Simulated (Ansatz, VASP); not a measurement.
Two plane-wave programs on W

File INCAR:

```
SYSTEM = W
ALGO     = Normal         ! electronic algorithm
EDIFF    = 1E-7           ! SCF threshold, eV
ENCUT    = 520            ! plane-wave cutoff, eV
GGA      = PS             ! functional
ISIF     = 2              ! what is computed and relaxed
ISMEAR   = -1             ! smearing method
LASPH    = .True.         ! aspherical terms in the spheres
LCHARG   = .True.         ! write CHGCAR
LELF     = .True.         ! ELF
LREAL    = .False.        ! projectors in reciprocal space
LVHAR    = .True.       
LWAVE    = .False.        ! write WAVECAR
NBANDS   = 13             ! bands
NELM     = 80             ! most SCF steps
PREC     = Accurate       ! precision mode
SIGMA    = 0.05           ! smearing width, eV
```

KPOINTS

```
k-points
0
Gamma
  11 11 11
  0 0 0
```

File POSCAR:

```
W
1.0
    0.0119230000      2.0082280000      2.0318620000
    2.0297100000      0.0110640000      2.0327210000
    2.0541460000      2.0335240000     -0.0133730000
W
1
Direct
   -0.0067530000     -0.0087400000      0.0141000000
```

Contents of input.yaml:

```yaml
crystal:
  lattice:
    - [0.011923, 2.008228, 2.031862]
    - [2.02971, 0.011064, 2.032721]
    - [2.054146, 2.033524, -0.013373]
  atoms:
    - { symbol: W, position: [-0.006753, -0.00874, 0.0141] }
hamiltonian:
  xc: pbesol
  pseudopotentials: { kind: paw }
kpoints:
  mp_grid: { grid: [11, 11, 11] }
scf:
  occupations: { method: fermi_dirac, width: 0.05 }
output:
  forces: true
  stress: true
  eigenvalues: true
  write_density: true
  write_potential: true
  elf: true
  volumetric_format: npy
```

Change from the starting cell: cell strained at random at fixed volume.

Alike in both runs: task single point; functional PBEsol; k mesh 11 × 11 × 11; occupations fermi-dirac, width 0.05 eV; no spin polarisation.

```csv
,VASP,Ansatz
version,VASP 6.6.1,Ansatz 0.2.0
potentials or method,"VASP PAW PBE potentials, release 64 (W_sv)",Ansatz PAW
plane-wave cutoff (eV),520,420
valence electrons in the cell,14,14
```

Ansatz gave:

* gap on the k mesh at the Fermi level (eV): none
* pressure (GPa): -12.7
* largest component of the traceless stress (GPa): 2.41

Problem. What did VASP give for the same quantities?

Solution. gap on the k mesh at the Fermi level (eV): none; pressure (GPa): -12.3; largest component of the traceless stress (GPa): 2.44.

A gap of «none» marks a metal or a gap that the smearing closes. The functional is the same, so the differences come from potentials, cutoffs and numerics.

Caveats: the PAW data sets were made with another functional, which shifts forces and pressure a little (VASP); the PAW data sets come from PBE, with cores solved anew for the run's functional, which leaves a small shift of forces and pressure (Ansatz). The runs have no spin-orbit coupling, so splittings on W are missing.
